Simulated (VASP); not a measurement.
Crystal: GaS.

```xyz
8
Lattice="3.5850 0.0000 0.0000 -1.7925 3.1047 0.0000 0.0000 0.0000 15.5000" Properties=species:S:1:pos:R:3 pbc="T T T"
Ga    0.0000    2.0698    2.6350
Ga    1.7925    1.0349   10.3850
Ga    0.0000    2.0698    5.1150
Ga    1.7925    1.0349   12.8650
S     0.0000    2.0698    9.3000
S     1.7925    1.0349    1.5500
S     0.0000    2.0698   13.9500
S     1.7925    1.0349    6.2000
```

- Program: VASP 6.6.1
- Task: relaxation of cell and atoms
- Functional: LDA
- Potentials or basis: VASP PAW LDA potentials, release 64 (Ga_d, S)
- Cutoff: 600 eV
- k mesh: 9 × 9 × 2
- Occupations: gaussian, width 0.03 eV
- Spin: no spin polarisation

At the start: pressure -2.9 GPa; volume 21.57 Å³/atom.

Q: Where does the relaxation end?

A: Over 10 steps the energy falls by 9.6 meV/atom and the volume is 20.65 Å³/atom (-4.2 %); space group P6_3/mmc (No. 194, to 0.05 Å).

The path:
```csv
step,energy change (eV),largest force (eV/Å),pressure (GPa),volume (Å³)
1,0.0000,0.2448,-2.89,172.52
2,-0.0587,0.2687,1.52,162.99
3,-0.0713,0.2374,0.06,165.69
4,-0.0760,0.0698,0.04,165.22
5,-0.0764,0.0279,0.02,165.33
6,-0.0767,0.0081,-0.08,165.39
7,-0.0767,0.0021,-0.09,165.41
8,-0.0768,0.0077,0.06,165.16
9,-0.0768,0.0046,-0.09,165.24
10,-0.0768,0.0061,0.04,165.20
```

Final structure:
```cif
data_structure
_symmetry_space_group_name_H-M 'P 1'
_symmetry_Int_Tables_number 1
_cell_length_a 3.5360
_cell_length_b 3.5360
_cell_length_c 15.2563
_cell_angle_alpha 90.000
_cell_angle_beta 90.000
_cell_angle_gamma 120.000
_cell_volume 165.20
loop_
_atom_site_label
_atom_site_type_symbol
_atom_site_fract_x
_atom_site_fract_y
_atom_site_fract_z
_atom_site_occupancy
Ga1 Ga 0.33333 0.66667 0.17096 1
Ga2 Ga 0.66667 0.33333 0.67096 1
Ga3 Ga 0.33333 0.66667 0.32904 1
Ga4 Ga 0.66667 0.33333 0.82904 1
S1 S 0.33333 0.66667 0.60018 1
S2 S 0.66667 0.33333 0.10018 1
S3 S 0.33333 0.66667 0.89982 1
S4 S 0.66667 0.33333 0.39982 1
```
